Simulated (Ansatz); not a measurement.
Runs of Ansatz 0.2.0 on CdSe (Cadmoselite). The structure is hexagonal, space group P6_3mc (No. 186). The conventional cell has a = 4.300 Å, b = 4.300 Å, c = 7.020 Å, α = 90.00°, β = 90.00°, γ = 120.00°. Cd (site symmetry 3m) has 4 Se at 2.61 to 2.70 Å as nearest neighbours. Se (site symmetry 3m) has 4 Cd at 2.61 to 2.70 Å as nearest neighbours. 

| potentials or basis | cutoff (eV) | basis error allowed | gap on the mesh (eV) | pressure (GPa) | largest force (eV/Å) |
| --- | --- | --- | --- | --- | --- |
| all-electron PAW datasets made for the crystal | 240 | - | 0.58 | 0.2 | 0.27 |
| all-electron LAPW, non-relativistic | 257 | 0.002 eV/atom | 1.30 | 2.1 | (a) |
| all-electron LAPW, inner shells corrected to Dirac's equation | 257 | 0.002 eV/atom | 0.58 | 0.2 | 0.27 |
| all-electron LAPW, scalar-relativistic | 257 | 0.002 eV/atom | 0.58 | 0.2 | 0.27 |

Alike in all rows: task band structure; level PBEsol; no spin polarisation; cell as given; k mesh 7 × 7 × 4; smearing fermi-dirac 0.05 eV.

**Question.** Estimate the missing entries.

**Answer.** (a) 0.31.

Caveats: relativity is left out, which matters for the heavier elements (some runs).

A k mesh can miss the band edges, and the runs leave out spin-orbit coupling on Cd, Se.

The runs don't all hold the same shells in valence.
